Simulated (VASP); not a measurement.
# B (Pm-3m) in VASP: single point with HSE(alpha, omega)

Aim: the single point of B with HSE(alpha, omega).

Everything below comes from runs of VASP 6.6.1. Logs are shortened: lines on timing, memory, paths and dates and some standing lists are left out, and cuts for length are marked.

### Step 1. The crystal as given

Symmetry: Pm-3m, No. 221, cubic system. The conventional cell has a = 1.885 Å, b = 1.885 Å, c = 1.885 Å, α = 90.00°, β = 90.00°, γ = 90.00°. B (site symmetry m-3m) has 6 B at 1.89 Å as nearest neighbours.

The cell was built by a generator and needn't be a form met in nature.

### Step 2. Single point, HSE(alpha, omega)

POSCAR

```
B
1.0
    1.8852400000      0.0000000000      0.0000000000
    0.0000000000      1.8852400000      0.0000000000
    0.0000000000      0.0000000000      1.8852400000
B
1
Direct
    0.5000000000      0.5000000000      0.5000000000
```

INCAR.step1

```
SYSTEM = B
ALGO = Normal
EDIFF = 1E-5
ENCUT = 700
GGA = PE
ISIF = 2
ISMEAR = -1
LASPH = .TRUE.
LCHARG = .FALSE.
LREAL = .FALSE.
LWAVE = .TRUE.
NELM = 100
PREC = Accurate
SIGMA = 0.05
```

INCAR.step2

```
SYSTEM = B
AEXX = 0.25
ALGO = Normal
EDIFF = 1E-7
ENCUT = 700
GGA = PE
HFSCREEN = 0.1
ISIF = 2
ISMEAR = -1
ISTART = 1
LASPH = .TRUE.
LCHARG = .FALSE.
LHFCALC = .TRUE.
LREAL = .FALSE.
LWAVE = .FALSE.
NELM = 100
PREC = Accurate
PRECFOCK = Fast
SIGMA = 0.05
```

KPOINTS

```
k-points
0
G
  7 7 7
  0 0 0
```

Potentials or basis: VASP PAW PBE potentials, release 64 (B).

Run with:

```sh
$ cat potpaw_PBE.64/B/POTCAR > POTCAR
$ cp INCAR.step1 INCAR
$ mpirun -np 1 vasp_std > vasp.out
$ cp INCAR.step2 INCAR
$ mpirun -np 1 vasp_std > vasp.out
```

OUTCAR:

```text
SYSTEM = B
   AEXX = 0.25
   EDIFF = 1E-7
   ENCUT = 700
   GGA = PE
   HFSCREEN = 0.1
   ISIF = 2
   ISMEAR = -1
   ISTART = 1
   LASPH = .TRUE.
   LHFCALC = .TRUE.
   LREAL = .FALSE.
   NELM = 100
   PREC = Accurate
   PRECFOCK = Fast

 ion  position               nearest neighbor table
   1  0.500  0.500  0.500-

  LATTYP: Found a simple cubic cell.
 ALAT       =     1.8852400000

  Lattice vectors:

 A1 = (   1.8852400000,   0.0000000000,   0.0000000000)
 A2 = (   0.0000000000,   1.8852400000,   0.0000000000)
 A3 = (   0.0000000000,   0.0000000000,   1.8852400000)

Analysis of symmetry for initial positions (statically):
=====================================================================
 Subroutine PRICEL returns:
 Original cell was already a primitive cell.

 Routine SETGRP: Setting up the symmetry group for a
 simple cubic supercell.

 Subroutine GETGRP returns: Found 48 space group operations
 (whereof 48 operations were pure point group operations)
 out of a pool of 48 trial point group operations.

The static configuration has the point symmetry O_h .

Analysis of symmetry for dynamics (positions and initial velocities):
=====================================================================
 Subroutine PRICEL returns:
 Original cell was already a primitive cell.

 Routine SETGRP: Setting up the symmetry group for a
 simple cubic supercell.

 Subroutine GETGRP returns: Found 48 space group operations
 (whereof 48 operations were pure point group operations)
 out of a pool of 48 trial point group operations.

The dynamic configuration has the point symmetry O_h .

 Subroutine INISYM returns: Found 48 space group operations
 (whereof 48 operations are pure point group operations),
 and found     1 'primitive' translations

----------------------------------------------------------------------------------------

                                     Primitive cell

  volume of cell :       6.7004

  direct lattice vectors                    reciprocal lattice vectors
     1.885240000  0.000000000  0.000000000     0.530436443  0.000000000  0.000000000
     0.000000000  1.885240000  0.000000000     0.000000000  0.530436443  0.000000000
     0.000000000  0.000000000  1.885240000     0.000000000  0.000000000  0.530436443

  length of vectors
     1.885240000  1.885240000  1.885240000     0.530436443  0.530436443  0.530436443

  position of ions in fractional coordinates (direct lattice)
     0.500000000  0.500000000  0.500000000

  ion indices of the primitive-cell ions
   primitive index   ion index
                 1           1

----------------------------------------------------------------------------------------

 KPOINTS: k-points

Automatic generation of k-mesh.
 Grid dimensions read from file:
 generate k-points for:    7    7    7

 Generating k-lattice:

  Cartesian coordinates                     Fractional coordinates (reciprocal lattice)
     0.075776635  0.000000000  0.000000000     0.142857143  0.000000000  0.000000000
     0.000000000  0.075776635  0.000000000     0.000000000  0.142857143  0.000000000
     0.000000000  0.000000000  0.075776635     0.000000000  0.000000000  0.142857143

  Length of vectors
     0.075776635  0.075776635  0.075776635

  Shift w.r.t. Gamma in fractional coordinates (k-lattice)
     0.000000000  0.000000000  0.000000000

 Subroutine IBZKPT returns following result:
 ===========================================

 Found     20 irreducible k-points:

 Following reciprocal coordinates:
            Coordinates               Weight
  0.000000  0.000000  0.000000      1.000000
  0.142857  0.000000  0.000000      6.000000
  0.285714  0.000000  0.000000      6.000000
  0.428571  0.000000  0.000000      6.000000
  0.142857  0.142857  0.000000     12.000000
  0.285714  0.142857  0.000000     24.000000
  0.428571  0.142857  0.000000     24.000000
  0.285714  0.285714  0.000000     12.000000
  0.428571  0.285714  0.000000     24.000000
  0.428571  0.428571  0.000000     12.000000
  0.142857  0.142857  0.142857      8.000000
  0.285714  0.142857  0.142857     24.000000
  0.428571  0.142857  0.142857     24.000000
  0.285714  0.285714  0.142857     24.000000
  0.428571  0.285714  0.142857     48.000000
  0.428571  0.428571  0.142857     24.000000
  0.285714  0.285714  0.285714      8.000000
  0.428571  0.285714  0.285714     24.000000
  0.428571  0.428571  0.285714     24.000000
  0.428571  0.428571  0.428571      8.000000
   k-points           NKPTS =     20   k-points in BZ     NKDIM =    343   number of bands    NBANDS=      5
   number of dos      NEDOS =    301   number of ions     NIONS =      1
   total plane-waves  NPLWV =   4096
   dimension x,y,z NGX =    16 NGY =   16 NGZ =   16
   dimension x,y,z NGXF=    32 NGYF=   32 NGZF=   32
   ions per type =               1
   NGX,Y,Z   is equivalent  to a cutoff of  14.11, 14.11, 14.11 a.u.
   NGXF,Y,Z  is equivalent  to a cutoff of  28.22, 28.22, 28.22 a.u.
 SYSTEM =  B
   PREC   = accura    normal or accurate (medium, high low for compatibility)
   ISTART =      1    job   : 0-new  1-cont  2-samecut
   ICHARG =      0    charge: 1-file 2-atom 10-const
   ISPIN  =      1    spin polarized calculation?
   LNONCOLLINEAR =      F non collinear calculations
   LSORBIT =      F    spin-orbit coupling
   LASPH  =      T    aspherical Exc in radial PAW
   ENCUT  =  700.0 eV  51.45 Ry    7.17 a.u.   4.07  4.07  4.07*2*pi/ulx,y,z
   NELM   =    100;   NELMIN=  2; NELMDL=  0     # of ELM steps
   EDIFF  = 0.1E-06   stopping-criterion for ELM
   LREAL  =      F    real-space projection
   EDIFFG = 0.1E-05   stopping-criterion for IOM
   NSW    =      0    number of steps for IOM
   IBRION =     -1    ionic relax: 0-MD 1-quasi-New 2-CG
   NFREE  =      0    steps in history (QN), initial steepest desc. (CG)
   ISIF   =      2    stress and relaxation
   ISYM   =      3    0-nonsym 1-usesym 2-fastsym
   POTIM  = 0.5000    time-step for ionic-motion
   TEBEG  =    0.0;   TEEND  =   0.0 temperature during run
   PSTRESS=    0.0 pullay stress
   NELECT =       3.0000    total number of electrons
   NUPDOWN=      -1.0000    fix difference up-down
   EMIN   =  10.00;   EMAX   =-10.00  energy-range for DOS
   EFERMI =   0.00;   METHOD = LEGACY
   ISMEAR =    -1;   SIGMA  =   0.05  broadening in eV -4-tet -1-fermi 0-gaus
   EFERMI_NEDOS =   21; number of points for ismear=-14 and -15
   IALGO  =     38    algorithm
   IMIX   =      1    mixing-type and parameters
     AMIX     =   0.40;   BMIX     =  1.00
     AMIX_MAG =   1.60;   BMIX_MAG =  1.00
  volume/ion in A,a.u.               =       6.70        45.22
  Fermi-wavevector in a.u.,A,eV,Ry     =   1.252416  2.366723 21.341361  1.568546
  Thomas-Fermi vector in A             =   2.386317
   LORBIT       =      0    0 simple, 1 ext, 2 COOP (PROOUT), +10 PAW based schemes
   GGA     = PE    functional components
   LHFCALC =     T    Hartree Fock is set to
   PRECFOCK=fast      Normal, Fast or Accurate (Low or Medium for compatibility)
   ENCUT4O =  -1.0   cutoff for four orbital integrals eV
   NKREDX  =     1    reduce k-point grid by
   NKREDY  =     1    reduce k-point grid by
   NKREDZ  =     1    reduce k-point grid by
   AEXX    =    0.2500 exact exchange contribution
   HFSCREEN=    0.1000 screening length (either q_TF or 0.3 A-1)
   HFSCREENC=   0.1000 screening length for correlation (either q_TF or 0.3 A-1)
   ENCUTFOCK=  -1.0 apply spherical cutoff to Coloumb kernel
   IVDW    =     0    specifies the selected vdW correction
   LEPSILON=     F    determine dielectric tensor
   LRPA    =     F    only Hartree local field effects (RPA)
 non-spin polarized calculation
  energy-cutoff  :      700.00
  volume of cell :        6.70
 maximum number of plane-waves:       289
  NGX = 10; NGY = 10; NGZ = 10

 number of electron       3.0000000 magnetization

 Free energy of the ion-electron system (eV)
  ---------------------------------------------------
  ext. energy  EPLUGINS =         0.00000000
  ---------------------------------------------------
  free energy    TOTEN  =        -6.44576230 eV

  energy without entropy =       -6.44167540  energy(sigma->0) =       -6.44371885

 E-fermi :   6.8068     XC(G=0):  -9.9151

 val. band max:        6.7572600418   @ k =   0.4286   0.2857   0.2857
 cond. band min:       8.3613275606   @ k =   0.4286   0.4286   0.2857
 fundamental gap:      1.6040675189
 Fermi energy:         6.8067799771

 k-point     1 :       0.0000    0.0000    0.0000
  band No.  band energies     occupation
      1     -11.1686      2.00000
      2      22.3069      0.00000
      3      22.3069      0.00000
      4      22.3069      0.00000
      5      32.5185      0.00000

 k-point     2 :       0.1429    0.0000    0.0000
  band No.  band energies     occupation
      1     -10.4020      2.00000
      2      16.8066      0.00000
      3      22.9029      0.00000
      4      22.9029      0.00000
      5      33.3488      0.00000

 k-point     3 :       0.2857    0.0000    0.0000
  band No.  band energies     occupation
      1      -8.1016      2.00000
      2       8.9755      0.00000
      3      24.4741      0.00000
      4      24.4741      0.00000
      5      35.7649      0.00000

 k-point     4 :       0.4286    0.0000    0.0000
  band No.  band energies     occupation
      1      -4.3123      2.00000
      2       1.6412      2.00000
      3      26.1106      0.00000
      4      26.1106      0.00000
      5      38.7764      0.00000

 k-point     5 :       0.1429    0.1429    0.0000
  band No.  band energies     occupation
      1      -9.6350      2.00000
      2      16.0193      0.00000
      3      19.2670      0.00000
      4      23.4906      0.00000
      5      36.7616      0.00000

 k-point     6 :       0.2857    0.1429    0.0000
  band No.  band energies     occupation
      1      -7.3355      2.00000
      2       9.4200      0.00000
      3      20.1461      0.00000
      4      25.0354      0.00000
      5      36.5285      0.00000

 k-point     7 :       0.4286    0.1429    0.0000
  band No.  band energies     occupation
      1      -3.5439      2.00000
      2       2.2608      2.00000
      3      22.3633      0.00000
      4      26.6330      0.00000
      5      32.8128      0.00000

 k-point     8 :       0.2857    0.2857    0.0000
  band No.  band energies     occupation
      1      -5.0496      2.00000
      2       9.0847      0.00000
      3      15.3849      0.00000
      4      26.4955      0.00000
      5      29.9910      0.00000

 k-point     9 :       0.4286    0.2857    0.0000
  band No.  band energies     occupation
      1      -1.3071      2.00000
      2       3.9261      2.00000
      3      16.5265      0.00000
      4      24.4357      0.00000
      5      27.9728      0.00000

 k-point    10 :       0.4286    0.4286    0.0000
  band No.  band energies     occupation
      1       2.0633      2.00000
      2       4.8713      2.00000
      3      12.8852      0.00000
      4      18.1328      0.00000
      5      29.2899      0.00000

 k-point    11 :       0.1429    0.1429    0.1429
  band No.  band energies     occupation
      1      -8.8675      2.00000
      2      16.7210      0.00000
      3      16.7210      0.00000
      4      22.1872      0.00000
      5      39.3145      0.00000

 k-point    12 :       0.2857    0.1429    0.1429
  band No.  band energies     occupation
      1      -6.5682      2.00000
      2       9.9452      0.00000
      3      18.6382      0.00000
      4      23.4233      0.00000
      5      35.9908      0.00000

 k-point    13 :       0.4286    0.1429    0.1429
  band No.  band energies     occupation
      1      -2.7740      2.00000
      2       2.9068      2.00000
      3      20.8145      0.00000
      4      25.6941      0.00000
      5      32.2027      0.00000

 k-point    14 :       0.2857    0.2857    0.1429
  band No.  band energies     occupation
      1      -4.2803      2.00000
      2       9.8630      0.00000
      3      14.9028      0.00000
      4      24.0854      0.00000
      5      31.0905      0.00000

 k-point    15 :       0.4286    0.2857    0.1429
  band No.  band energies     occupation
      1      -0.5308      2.00000
      2       4.6625      2.00000
      3      16.2077      0.00000
      4      24.6507      0.00000
      5      27.1640      0.00000

 k-point    16 :       0.4286    0.4286    0.1429
  band No.  band energies     occupation
      1       2.8632      2.00000
      2       5.7384      2.00000
      3      12.7784      0.00000
      4      18.9149      0.00000
      5      28.3400      0.00000

 k-point    17 :       0.2857    0.2857    0.2857
  band No.  band energies     occupation
      1      -1.9943      2.00000
      2      12.0308      0.00000
      3      12.0308      0.00000
      4      22.4492      0.00000
      5      31.7627      0.00000

 k-point    18 :       0.4286    0.2857    0.2857
  band No.  band energies     occupation
      1       1.7350      2.00000
      2       6.7573      1.45833
      3      14.5736      0.00000
      4      24.0168      0.00000
      5      27.6718      0.00000

 k-point    19 :       0.4286    0.4286    0.2857
  band No.  band energies     occupation
      1       5.1807      2.00000
      2       8.3613      0.00000
      3      12.3475      0.00000
      4      21.2013      0.00000
      5      26.6483      0.00000

 k-point    20 :       0.4286    0.4286    0.4286
  band No.  band energies     occupation
      1      10.8781      0.00000
      2      13.0971      0.00000
      3      13.0971      0.00000
      4      24.7606      0.00000
      5      27.2540      0.00000

------------------------ aborting loop because EDIFF is reached ----------------------------------------

  FORCE on cell =-STRESS in cart. coord.  units (eV):
  Direction    XX          YY          ZZ          XY          YZ          ZX
  --------------------------------------------------------------------------------------
  -------------------------------------------------------------------------------------
  Total       -0.2093920     -0.2093920     -0.2093920     -0.0000000      0.0000000     -0.0000000
  in kB      -50.0692114    -50.0692114    -50.0692114     -0.0000000      0.0000000     -0.0000000
  external PRESSURE =     -50.0692114 kB  Pullay stress =       0.0000000 kB

 VOLUME and BASIS-vectors are now :
 -----------------------------------------------------------------------------
  energy-cutoff  :      700.00
  volume of cell :        6.70
      direct lattice vectors                 reciprocal lattice vectors
     1.885240000  0.000000000  0.000000000     0.530436443  0.000000000  0.000000000
     0.000000000  1.885240000  0.000000000     0.000000000  0.530436443  0.000000000
     0.000000000  0.000000000  1.885240000     0.000000000  0.000000000  0.530436443

 POSITION                                       TOTAL-FORCE (eV/Angst)
 -----------------------------------------------------------------------------------
      0.94262      0.94262      0.94262         0.000000      0.000000      0.000000
 -----------------------------------------------------------------------------------
    total drift:                               -0.000000     -0.000000     -0.000000

  FREE ENERGIE OF THE ION-ELECTRON SYSTEM (eV)
  ---------------------------------------------------
  free  energy   TOTEN  =        -6.4457622984 eV

  energy  without entropy=       -6.4416753997  energy(sigma->0) =       -6.44371885
```

Wall time 23 s (1 thread of Intel Xeon Platinum 8488C (Sapphire Rapids), shared host); peak memory 0.2 GiB.

Results:

```yaml
Free_energy: -6.4458 eV
Pressure: -5.0 GPa
Band_gap_on_the_k_mesh: none (metal or under the smearing width)
```

Caveat: the k mesh is coarse (spacing up to 0.48 Å⁻¹), so the values aren't converged, least of all with exact exchange; the PAW data sets were made with another functional, which shifts forces and pressure a little.

### Step 3. For comparison

An earlier run on the cell as given: functional PBE; potentials or basis VASP PAW PBE potentials, release 64 (B); cutoff 520 eV; k mesh 14 × 14 × 14; occupations fermi-dirac, width 0.05 eV; no spin polarisation.

* Pressure: 0.4 GPa
* Band gap on the k mesh: none (metal or under the smearing width)
